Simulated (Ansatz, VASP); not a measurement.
Ag in VASP and in Ansatz

INCAR

```
PREC = Accurate
ENCUT = 520
EDIFF = 1E-6
ISMEAR = -1
SIGMA = 0.05
LREAL = F
LASPH = T
NELM = 80
ALGO = Normal
ISIF = 2
LWAVE = F
LCHARG = T
LELF = T
LVHAR = T
NBANDS = 12
```

File KPOINTS:

```
Automatic mesh
0
Gamma
  15 15 15
```

File POSCAR:

```
Ag
1.0
    0.0000000000      2.0431000000      1.9818070000
    2.0431000000      0.0000000000      1.9818070000
    2.0431000000      2.0431000000      0.0000000000
Ag
1
Direct
    0.0000000000      0.0000000000      0.0000000000
```

Input for Ansatz:

```yaml
crystal:
  lattice:
    - [0.0, 2.0431, 1.981807]
    - [2.0431, 0.0, 1.981807]
    - [2.0431, 2.0431, 0.0]
  atoms:
    - { symbol: Ag, position: [0.0, 0.0, 0.0] }
kpoints:
  mp_grid: { grid: [15, 15, 15] }
  band_path:
    path:
      - [0.0, 0.0, 0.0]
      - [0.0, 0.5, 0.5]
      - [0.25, 0.75, 0.5]
      - [0.0, 0.5, 0.0]
      - [0.0, 0.0, 0.0]
      - [0.5, 0.5, 0.0]
      - [0.3828515251, 0.6171484749, 0.0]
      - [-0.3828515251, 0.3828515251, 0.0]
      - [0.0, 0.0, 0.0]
    npoints: 5
scf:
  occupations: { method: fermi_dirac, width: 0.05 }
hamiltonian:
  xc: lda
  pseudopotentials: { kind: all_electron, lapw: { basis_error: 0.001 } }
output:
  forces: true
  stress: true
  eigenvalues: true
```

Change from the starting cell: zz strain of -3 %.

Alike in both runs: task single point; functional LDA; k mesh 15 × 15 × 15; occupations fermi-dirac, width 0.05 eV; no spin polarisation.

|  | VASP | Ansatz |
| --- | --- | --- |
| version | VASP 6.6.1 | Ansatz 0.2.0 |
| potentials or method | VASP PAW LDA potentials, release 64 (Ag) | all-electron LAPW, scalar-relativistic |
| plane-wave cutoff (eV) | 520 | see its input |

Ansatz gave:

| Property | Result |
| --- | --- |
| pressure (GPa) | -4.2 |
| largest component of the traceless stress (GPa) | 0.21 |

Task: What did VASP give for the same quantities?

Result: Pressure (GPa): -4.1; largest component of the traceless stress (GPa): 0.21.

Ansatz ran all-electron here, so the differences hold the error of VASP's frozen core and of both bases.
